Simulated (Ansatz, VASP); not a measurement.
**Two plane-wave programs on MgO**

File INCAR:

```
  ALGO = Normal
  EDIFF = 1E-6
  ENCUT = 520
  GGA = PS
  ISIF = 2
  ISMEAR = 0
  LASPH = True
  LCHARG = True
  LELF = True
  LREAL = False
  LVHAR = True
  LWAVE = False
  NBANDS = 11
  NELM = 60
  PREC = Accurate
  SIGMA = 0.05
```

The input KPOINTS:

```
k-points
0
Gamma
  9 9 8
```

POSCAR

```
MgO
1.0
    2.9380209034      0.0000000000      0.0000000000
   -1.4690104517      2.5444007392      0.0000000000
    0.0000000000      0.0000000000      2.6796800000
Mg O
1 1
Direct
   -0.0393019851     -0.0786039702      0.0000000000
    0.3333333333      0.6666666667      0.5000000000
```

Input for Ansatz:

```yaml
crystal:
  lattice:
    - [2.9380209034, 0.0, 0.0]
    - [-1.4690104517, 2.5444007392, 0.0]
    - [0.0, 0.0, 2.67968]
  atoms:
    - { symbol: Mg, position: [-0.0393019851, -0.0786039702, 0.0] }
    - { symbol: O, position: [0.3333333333, 0.6666666667, 0.5] }
basis:
  ecutwfc: 420
kpoints:
  mp_grid: { grid: [9, 9, 8] }
hamiltonian:
  xc: pbesol
scf:
  occupations: { method: gaussian, width: 0.05 }
output:
  forces: true
  stress: true
  eigenvalues: true
```

Alike in both runs: task single point; functional PBEsol; k mesh 9 × 9 × 8; occupations gaussian, width 0.05 eV; no spin polarisation.

|  | VASP | Ansatz |
| --- | --- | --- |
| version | VASP 6.6.1 | Ansatz 0.2.0 |
| potentials or method | VASP PAW PBE potentials, release 64 (Mg, O) | scalar-relativistic, plane waves, PAW |
| plane-wave cutoff (eV) | 520 | 420 |
| valence electrons in the cell | 8 | 16 |

Ansatz gave:

* gap on the k mesh at the Fermi level (eV): 2.76
* least direct gap on the mesh (eV): 3.32
* pressure (GPa): -1.9
* largest component of the traceless stress (GPa): 0.98
* rms of the force components (eV/Å): 0.255

Q: What did VASP give for the same quantities?

A: gap on the k mesh at the Fermi level (eV): 2.75; least direct gap on the mesh (eV): 3.32; pressure (GPa): -2.3; largest component of the traceless stress (GPa): 0.95; rms of the force components (eV/Å): 0.256.

Atom by atom the forces differ by 0.001 eV/Å (rms over components). The two sets of potentials don't hold the same shells in valence.

Caveats: the PAW data sets were made with another functional, which shifts forces and pressure a little (VASP); an odd mesh through Γ misses points on the zone boundary, where band edges often lie.
